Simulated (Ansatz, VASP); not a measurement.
## One calculation of Si, two programs

File INCAR:

```
SYSTEM = Si
  PREC = Accurate
  ENCUT = 520
  EDIFF = 1E-6
  ISMEAR = 0
  SIGMA = 0.05
  LREAL = .False.
  LASPH = .True.
  NELM = 80
  ALGO = Normal
  ISIF = 2
  LWAVE = .False.
  LCHARG = .True.
  LELF = .True.
  LVHAR = .True.
  NBANDS = 11
```

Contents of KPOINTS:

```
regular mesh
0
Gamma
  12 12 12
  0 0 0
```

Contents of POSCAR:

```
Si
1.0
    0.0000000000      2.8389903850      2.7376384283
    2.8389903850      0.0000000000      2.7376384283
    2.8389903850      2.8389903850      0.0000000000
Si
2
Direct
    0.5000000000      0.5000000000      0.5000000000
    0.7500000000      0.7500000000      0.7500000000
```

Input for Ansatz:

```yaml
crystal:
  lattice:
    - [0.0, 2.838990385, 2.7376384283]
    - [2.838990385, 0.0, 2.7376384283]
    - [2.838990385, 2.838990385, 0.0]
  atoms:
    - { symbol: Si, position: [0.5, 0.5, 0.5] }
    - { symbol: Si, position: [0.75, 0.75, 0.75] }
basis:
  ecutwfc: 420
kpoints:
  mp_grid: { grid: [12, 12, 12] }
hamiltonian:
  xc: lda
  pseudopotentials: { kind: paw, azcp: { folder: soft_1 } }
scf:
  occupations: { method: gaussian, width: 0.05 }
output:
  forces: true
  stress: true
  eigenvalues: true
```

Alike in both runs: task single point; functional LDA; k mesh 12 × 12 × 12; occupations gaussian, width 0.05 eV; no spin polarisation.

|  | VASP | Ansatz |
| --- | --- | --- |
| version | VASP 6.6.1 | Ansatz 0.2.0 |
| potentials or method | VASP PAW LDA potentials, release 64 (Si) | scalar-relativistic, plane waves, PAW |
| plane-wave cutoff (eV) | 520 | 420 |
| valence electrons in the cell | 8 | 8 |

|  | VASP | Ansatz | Ansatz less VASP |
| --- | --- | --- | --- |
| gap on the k mesh at the Fermi level (eV) | 0.26 | 0.26 | +0.002 |
| least direct gap on the mesh (eV) | 1.97 | 1.94 | -0.023 |
| pressure (GPa) | -8.5 | -8.6 | -0.03 |
| largest component of the traceless stress (GPa) | 2.14 | 2.14 | -0.001 |

Ansatz warned: «pseudo_functional_mismatch».
